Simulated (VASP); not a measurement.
## Sn: single point with PBE

The system is Sn.

```
Sn
1.0
     3.21376    0.00000    0.00000
     0.00000    5.94591    0.00000
     1.60688   -2.97295    2.97295
Sn
2
Direct
  0.00000 0.00000 0.00000
  0.75000 0.50000 0.00000
```

The cell isn't the ideal one: bulk in the cell of the (1 0 0) plane.

```
Program             : VASP 6.6.1
Task                : single point
Functional          : PBE
Potentials or basis : VASP PAW PBE potentials, release 64 (Sn_d)
Cutoff              : 520 eV
k mesh              : 11 × 6 × 12
Occupations         : gaussian, width 0.1 eV
Spin                : no spin polarisation
```

```
Pressure               : 0.0 GPa
Largest force          : 0.012 eV/Å
Band gap on the k mesh : none (metal or under the smearing width)
```

Forces in eV/Å, atoms in the order of the input:
```
Sn  -0.011  0.000 -0.003
Sn   0.011  0.000  0.003
```

Stress tensor (GPa, compression positive):
```
-0.07  0.00  0.12
 0.00 -0.15  0.00
 0.12  0.00  0.10
```

Levels at points of the mesh, in eV from the Fermi level:
| k point | band 12 | band 13 | band 14 | band 15 | band 16 | band 17 |
| --- | --- | --- | --- | --- | --- | --- |
| (0.00, 0.00, 0.00) | -3.86 | -1.90 | -1.90 | 3.00 | 5.92 | 5.92 |
| (0.00, 0.50, 0.00) | -8.68 | 0.55 | 0.55 | 1.42 | 1.42 | 5.93 |
| (0.00, 0.00, 0.50) | -7.48 | -4.58 | -4.57 | 5.01 | 5.01 | 8.83 |
| (0.00, 0.50, 0.50) | -8.68 | 0.55 | 0.55 | 1.42 | 1.42 | 5.93 |

Run time: 16 min on 1 thread of AMD EPYC 7R43 64-Core Processor (Zen 3), on a shared host, peak memory 0.44 GiB.
